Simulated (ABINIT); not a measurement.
# Al in ABINIT: convergence with cutoff

Input of the first run (cutoff 14 Ha); the others differ in this setting and in those tied to it:

run.abi

```
# Pseudopotentials
pp_dirpath "./"
pseudos "Al_ONCV_PBE-1.2.upf"

# Structure
acell 3*1.0
rprim
     8.4878938614     0.0000000000     0.0000000000
    -4.2439469307     7.3507322686     0.0000000000
     0.0000000000     0.0000000000     5.1449683469
ntypat 1
znucl 13
natom 2
typat 1 1
xred
     0.3333300000     0.6666700000     0.0000000000
     0.6666700000     0.3333300000     0.0000000000

# Plane-wave basis
ecut 380.959407 eV

# k points
kptopt 1
ngkpt 7 7 10
nshiftk 1
shiftk 0.0 0.0 0.0

# Exchange and correlation
ixc 15

# Bands and occupations
nband 15
occopt 4
tsmear 0.1 eV

# SCF cycle
nstep 100
tolvrs 1.0e-10

# Output
iomode 3
prtwf 0
prtden 0
prteig 0
prtebands 0
enunit 1
```

Potentials or basis: SG15 NC PBE v1.2.

Launch:

```console
$ abinit run.abi > log 2>&1
```

The cell was built by a generator and needn't be a form met in nature.

Hardware: 1 thread of Arm Neoverse V2, with other jobs on the host.

Problem. The values tried are 14 Ha, 17.5 Ha, 21 Ha, 24.5 Ha, 30 Ha, 35 Ha, 40 Ha, 47 Ha, 56 Ha, loosest first. From which on does the energy stay within 1 meV/atom of the tightest run that finished?

Solution. From 40 Ha on.

| cutoff | energy less the tightest run (meV/atom) | SCF cycles | CPU time (s) | peak memory (GiB) |
| --- | --- | --- | --- | --- |
| 14 Ha | 10032.42 | 10 | 23 | 0.07 |
| 17.5 Ha | 2117.73 | 10 | 31 | 0.08 |
| 21 Ha | 515.89 | 10 | 46 | 0.09 |
| 24.5 Ha | 149.48 | 10 | 58 | 0.1 |
| 30 Ha | 21.29 | 10 | 85 | 0.12 |
| 35 Ha | 2.94 | 10 | 110 | 0.14 |
| 40 Ha | 0.33 | 10 | 130 | 0.15 |
| 47 Ha | 0.06 | 11 | 190 | 0.18 |
| 56 Ha | 0.00 | 11 | 250 | 0.23 |

The tightest run that finished is the yardstick and may itself not be fully converged.
